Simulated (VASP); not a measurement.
# CdTe (F-43m) in VASP: single point with PBE0

Aim: the single point of CdTe with PBE0.

All numbers are computed with VASP 6.6.1; they aren't measurements. Logs are shortened: lines on timing, memory, paths and dates and some standing lists are left out, and cuts for length are marked.

**Experimental background.**

From a printed reference work, data compilation, for a bulk crystal of CdTe at 0 K: band gap 1.607 eV.

How close the calculation comes is told below.

## Step 1: Starting point

The structure is cubic, space group F-43m (No. 216). The conventional cell has a = 6.495 Å, b = 6.495 Å, c = 6.495 Å, α = 90.00°, β = 90.00°, γ = 90.00°. Cd (site symmetry -43m) is surrounded by 4 Te at 2.81 Å. Around Te (site symmetry -43m) lie 4 Cd at 2.81 Å.

The cell is a database's computed one.

## Step 2: Single point, PBE0

POSCAR

```
CdTe
1.0
    0.0000000000      3.2476700000      3.2476700000
    3.2476700000      0.0000000000      3.2476700000
    3.2476700000      3.2476700000      0.0000000000
Cd Te
1 1
Direct
    0.0000000000      0.0000000000      0.0000000000
    0.7500000000      0.7500000000      0.7500000000
```

INCAR.step1

```
SYSTEM = CdTe
PREC = Accurate
ENCUT = 520
EDIFF = 1E-5
ISMEAR = 0
SIGMA = 0.02
LREAL = .FALSE.
LASPH = .TRUE.
NELM = 60
ALGO = Normal
ISIF = 2
LWAVE = .TRUE.
GGA = PE
```

INCAR.step2

```
SYSTEM = CdTe
PREC = Accurate
ENCUT = 520
EDIFF = 1E-6
ISMEAR = 0
SIGMA = 0.02
LREAL = .FALSE.
LASPH = .TRUE.
NELM = 60
ALGO = Normal
ISIF = 2
LWAVE = .FALSE.
LCHARG = .TRUE.
GGA = PE
LHFCALC = .TRUE.
AEXX = 0.25
PRECFOCK = Fast
LELF = .TRUE.
LVHAR = .TRUE.
ISTART = 1
```

KPOINTS

```
Automatic mesh
0
G
  4 4 4
  0 0 0
```

Potentials or basis: VASP PAW PBE potentials, release 64 (Cd, Te).

Started as:

```bash
> cat potpaw_PBE.64/Cd/POTCAR potpaw_PBE.64/Te/POTCAR > POTCAR
> cp INCAR.step1 INCAR
> mpirun -np 1 vasp_std > vasp.out
> cp INCAR.step2 INCAR
> mpirun -np 1 vasp_std > vasp.out
```

OUTCAR:

```text
SYSTEM = CdTe
   PREC = Accurate
   ENCUT = 520
   EDIFF = 1E-6
   ISMEAR = 0
   LREAL = .FALSE.
   LASPH = .TRUE.
   NELM = 60
   ISIF = 2
   GGA = PE
   LHFCALC = .TRUE.
   AEXX = 0.25
   PRECFOCK = Fast
   ISTART = 1

 ion  position               nearest neighbor table
   1  0.000  0.000  0.000-   2 2.81   2 2.81   2 2.81   2 2.81
   2  0.750  0.750  0.750-   1 2.81   1 2.81   1 2.81   1 2.81

  LATTYP: Found a face centered cubic cell.
 ALAT       =     6.4953400000

  Lattice vectors:

 A1 = (   0.0000000000,   3.2476700000,   3.2476700000)
 A2 = (   3.2476700000,   0.0000000000,   3.2476700000)
 A3 = (   3.2476700000,   3.2476700000,   0.0000000000)

Analysis of symmetry for initial positions (statically):
=====================================================================
 Subroutine PRICEL returns:
 Original cell was already a primitive cell.

 Routine SETGRP: Setting up the symmetry group for a
 face centered cubic supercell.

 Subroutine GETGRP returns: Found 24 space group operations
 (whereof 24 operations were pure point group operations)
 out of a pool of 48 trial point group operations.

The static configuration has the point symmetry T_d .

Analysis of symmetry for dynamics (positions and initial velocities):
=====================================================================
 Subroutine PRICEL returns:
 Original cell was already a primitive cell.

 Routine SETGRP: Setting up the symmetry group for a
 face centered cubic supercell.

 Subroutine GETGRP returns: Found 24 space group operations
 (whereof 24 operations were pure point group operations)
 out of a pool of 48 trial point group operations.

The dynamic configuration has the point symmetry T_d .

 Subroutine INISYM returns: Found 24 space group operations
 (whereof 24 operations are pure point group operations),
 and found     1 'primitive' translations

----------------------------------------------------------------------------------------

                                     Primitive cell

  volume of cell :      68.5087

  direct lattice vectors                    reciprocal lattice vectors
     0.000000000  3.247670000  3.247670000    -0.153956529  0.153956529  0.153956529
     3.247670000  0.000000000  3.247670000     0.153956529 -0.153956529  0.153956529
     3.247670000  3.247670000  0.000000000     0.153956529  0.153956529 -0.153956529

  length of vectors
     4.592898960  4.592898960  4.592898960     0.266660530  0.266660530  0.266660530

  position of ions in fractional coordinates (direct lattice)
     0.000000000  0.000000000  0.000000000
     0.750000000  0.750000000  0.750000000

  ion indices of the primitive-cell ions
   primitive index   ion index
                 1           1
                 2           2

----------------------------------------------------------------------------------------

 KPOINTS: Automatic mesh

Automatic generation of k-mesh.
 Grid dimensions read from file:
 generate k-points for:    4    4    4

 Generating k-lattice:

  Cartesian coordinates                     Fractional coordinates (reciprocal lattice)
    -0.038489132  0.038489132  0.038489132     0.250000000  0.000000000  0.000000000
     0.038489132 -0.038489132  0.038489132     0.000000000  0.250000000  0.000000000
     0.038489132  0.038489132 -0.038489132     0.000000000  0.000000000  0.250000000

  Length of vectors
     0.066665133  0.066665133  0.066665133

  Shift w.r.t. Gamma in fractional coordinates (k-lattice)
     0.000000000  0.000000000  0.000000000

 Subroutine IBZKPT returns following result:
 ===========================================

 Found      8 irreducible k-points:

 Following reciprocal coordinates:
            Coordinates               Weight
  0.000000  0.000000  0.000000      1.000000
  0.250000  0.000000  0.000000      8.000000
  0.500000  0.000000  0.000000      4.000000
  0.250000  0.250000  0.000000      6.000000
  0.500000  0.250000  0.000000     24.000000
 -0.250000  0.250000  0.000000     12.000000
  0.500000  0.500000  0.000000      3.000000
 -0.250000  0.500000  0.250000      6.000000
   k-points           NKPTS =      8   k-points in BZ     NKDIM =     64   number of bands    NBANDS=     13
   number of dos      NEDOS =    301   number of ions     NIONS =      2
   total plane-waves  NPLWV =  46656
   dimension x,y,z NGX =    36 NGY =   36 NGZ =   36
   dimension x,y,z NGXF=    72 NGYF=   72 NGZF=   72
   ions per type =               1   1
   NGX,Y,Z   is equivalent  to a cutoff of  13.03, 13.03, 13.03 a.u.
   NGXF,Y,Z  is equivalent  to a cutoff of  26.06, 26.06, 26.06 a.u.
 SYSTEM =  CdTe
   PREC   = accura    normal or accurate (medium, high low for compatibility)
   ISTART =      1    job   : 0-new  1-cont  2-samecut
   ICHARG =      0    charge: 1-file 2-atom 10-const
   ISPIN  =      1    spin polarized calculation?
   LNONCOLLINEAR =      F non collinear calculations
   LSORBIT =      F    spin-orbit coupling
   LASPH  =      T    aspherical Exc in radial PAW
   ENCUT  =  520.0 eV  38.22 Ry    6.18 a.u.   8.54  8.54  8.54*2*pi/ulx,y,z
   NELM   =     60;   NELMIN=  2; NELMDL=  0     # of ELM steps
   EDIFF  = 0.1E-05   stopping-criterion for ELM
   LREAL  =      F    real-space projection
   EDIFFG = 0.1E-04   stopping-criterion for IOM
   NSW    =      0    number of steps for IOM
   IBRION =     -1    ionic relax: 0-MD 1-quasi-New 2-CG
   NFREE  =      0    steps in history (QN), initial steepest desc. (CG)
   ISIF   =      2    stress and relaxation
   ISYM   =      3    0-nonsym 1-usesym 2-fastsym
   POTIM  = 0.5000    time-step for ionic-motion
   TEBEG  =    0.0;   TEEND  =   0.0 temperature during run
   PSTRESS=    0.0 pullay stress
   NELECT =      18.0000    total number of electrons
   NUPDOWN=      -1.0000    fix difference up-down
   EMIN   =  10.00;   EMAX   =-10.00  energy-range for DOS
   EFERMI =   0.00;   METHOD = LEGACY
   ISMEAR =     0;   SIGMA  =   0.02  broadening in eV -4-tet -1-fermi 0-gaus
   EFERMI_NEDOS =   21; number of points for ismear=-14 and -15
   IALGO  =     38    algorithm
   IMIX   =      1    mixing-type and parameters
     AMIX     =   0.40;   BMIX     =  1.00
     AMIX_MAG =   1.60;   BMIX_MAG =  1.00
  volume/ion in A,a.u.               =      34.25       231.16
  Fermi-wavevector in a.u.,A,eV,Ry     =   1.048537  1.981448 14.958652  1.099430
  Thomas-Fermi vector in A             =   2.183463
   LORBIT       =      0    0 simple, 1 ext, 2 COOP (PROOUT), +10 PAW based schemes
   GGA     = PE    functional components
   LHFCALC =     T    Hartree Fock is set to
   PRECFOCK=fast      Normal, Fast or Accurate (Low or Medium for compatibility)
   ENCUT4O =  -1.0   cutoff for four orbital integrals eV
   NKREDX  =     1    reduce k-point grid by
   NKREDY  =     1    reduce k-point grid by
   NKREDZ  =     1    reduce k-point grid by
   AEXX    =    0.2500 exact exchange contribution
   HFSCREEN=    0.0000 screening length (either q_TF or 0.3 A-1)
   HFSCREENC=   0.0000 screening length for correlation (either q_TF or 0.3 A-1)
   ENCUTFOCK=  -1.0 apply spherical cutoff to Coloumb kernel
   IVDW    =     0    specifies the selected vdW correction
   LEPSILON=     F    determine dielectric tensor
   LRPA    =     F    only Hartree local field effects (RPA)
 non-spin polarized calculation
 Gauss-broadening in eV      SIGMA  =   0.02
  energy-cutoff  :      520.00
  volume of cell :       68.51
 maximum number of plane-waves:      1859
 NGX is ok and might be reduce to    36
  NGX = 20; NGY = 20; NGZ = 20

 number of electron      17.9999998 magnetization

 Free energy of the ion-electron system (eV)
  ---------------------------------------------------
  ext. energy  EPLUGINS =         0.00000000
  ---------------------------------------------------
  free energy    TOTEN  =        -6.55449984 eV

  energy without entropy =       -6.55449984  energy(sigma->0) =       -6.55449984

 E-fermi :   1.5839     XC(G=0):  -6.7650

 val. band max:        1.4256523348   @ k =   0.0000   0.0000   0.0000
 cond. band min:       3.6497053493   @ k =   0.0000   0.0000   0.0000
 fundamental gap:      2.2240530145
 Fermi energy:         1.5838945761

 k-point     1 :       0.0000    0.0000    0.0000
  band No.  band energies     occupation
      1     -10.7291      2.00000
      2      -8.2089      2.00000
      3      -8.2089      2.00000
      4      -8.2089      2.00000
      5      -7.9492      2.00000
      6      -7.9492      2.00000
      7       1.4257      2.00000
      8       1.4257      2.00000
      9       1.4257      2.00000
     10       3.6497      0.00000
     11       7.6145      0.00000
     12       7.6145      0.00000
     13       7.6145      0.00000

 k-point     2 :       0.2500    0.0000    0.0000
  band No.  band energies     occupation
      1     -10.5281      2.00000
      2      -8.1743      2.00000
      3      -8.1743      2.00000
      4      -7.9708      2.00000
      5      -7.9500      2.00000
      6      -7.9500      2.00000
      7      -1.4539      2.00000
      8       0.9710      2.00000
      9       0.9710      2.00000
     10       4.9133      0.00000
     11       8.1951      0.00000
     12       8.1951      0.00000
     13       8.3852      0.00000

 k-point     3 :       0.5000    0.0000    0.0000
  band No.  band energies     occupation
      1     -10.3440      2.00000
      2      -8.1469      2.00000
      3      -8.1469      2.00000
      4      -7.9423      2.00000
      5      -7.9423      2.00000
      6      -7.5055      2.00000
      7      -3.3425      2.00000
      8       0.5945      2.00000
      9       0.5945      2.00000
     10       4.7365      0.00000
     11       8.1981      0.00000
     12       8.1981      0.00000
     13      10.1046      0.00000
[... 49 lines left out ...]
 k-point     7 :       0.5000    0.5000    0.0000
  band No.  band energies     occupation
      1     -10.2353      2.00000
      2      -8.0527      2.00000
      3      -8.0527      2.00000
      4      -8.0428      2.00000
      5      -7.9215      2.00000
      6      -7.3213      2.00000
      7      -3.2068      2.00000
      8      -0.5808      2.00000
      9      -0.5808      2.00000
     10       5.3957      0.00000
     11       5.6024      0.00000
     12      12.1073      0.00000
     13      12.5121      0.00000

 k-point     8 :      -0.2500    0.5000    0.2500
  band No.  band energies     occupation
      1     -10.2379      2.00000
      2      -8.0918      2.00000
      3      -8.0812      2.00000
      4      -7.9794      2.00000
      5      -7.9488      2.00000
      6      -7.2422      2.00000
      7      -3.0423      2.00000
      8      -1.0902      2.00000
      9      -0.9108      2.00000
     10       7.4119      0.00000
     11       7.5696      0.00000
     12       8.6087      0.00000
     13       9.2699      0.00000

------------------------ aborting loop because EDIFF is reached ----------------------------------------

  FORCE on cell =-STRESS in cart. coord.  units (eV):
  Direction    XX          YY          ZZ          XY          YZ          ZX
  --------------------------------------------------------------------------------------
  -------------------------------------------------------------------------------------
  Total        0.5593984      0.5593984      0.5593984      0.0000000      0.0000000      0.0000000
  in kB       13.0823612     13.0823612     13.0823612      0.0000000      0.0000000      0.0000000
  external PRESSURE =      13.0823612 kB  Pullay stress =       0.0000000 kB

 VOLUME and BASIS-vectors are now :
 -----------------------------------------------------------------------------
  energy-cutoff  :      520.00
  volume of cell :       68.51
      direct lattice vectors                 reciprocal lattice vectors
     0.000000000  3.247670000  3.247670000    -0.153956529  0.153956529  0.153956529
     3.247670000  0.000000000  3.247670000     0.153956529 -0.153956529  0.153956529
     3.247670000  3.247670000  0.000000000     0.153956529  0.153956529 -0.153956529

 POSITION                                       TOTAL-FORCE (eV/Angst)
 -----------------------------------------------------------------------------------
      0.00000      0.00000      0.00000         0.000000      0.000000      0.000000
      4.87150      4.87150      4.87150         0.000000      0.000000     -0.000000
 -----------------------------------------------------------------------------------
    total drift:                                0.000012      0.000003      0.000006

  FREE ENERGIE OF THE ION-ELECTRON SYSTEM (eV)
  ---------------------------------------------------
  free  energy   TOTEN  =        -6.5544998397 eV

  energy  without entropy=       -6.5544998397  energy(sigma->0) =       -6.55449984
```

Wall time 2.3 min (1 thread of AMD EPYC 9R45 (Zen 5), shared host); peak memory 0.18 GiB.

Results:

- Free energy: -6.5545 eV
- Pressure: 1.3 GPa
- Band gap on the k mesh: 2.22 eV, direct

Levels at points of the mesh, in eV from the valence-band top:
```tsv
k point	band 7	band 8	band 9	band 10	band 11	band 12
(0.00, 0.00, 0.00)	0.00	0.00	0.00	2.22	6.19	6.19
(0.50, 0.00, 0.00)	-4.77	-0.83	-0.83	3.31	6.77	6.77
(0.50, 0.50, 0.00)	-4.63	-2.01	-2.01	3.97	4.18	10.68
```

Caveat: the PAW data sets were made with another functional, which shifts forces and pressure a little; spin-orbit coupling is left out, which moves the levels of the heavy elements.

## Step 3: Against experiment

Step 2. Measured gap of CdTe: 1.607 eV (0 K; a printed reference work, data compilation). This calculation gives 2.22 eV (+0.62 eV). Spin-orbit coupling on Cd, Te is left out. The value is that of PBE0, without temperature or zero-point motion. The cell is a database's relaxed one, not the measured one, which moves gaps too.
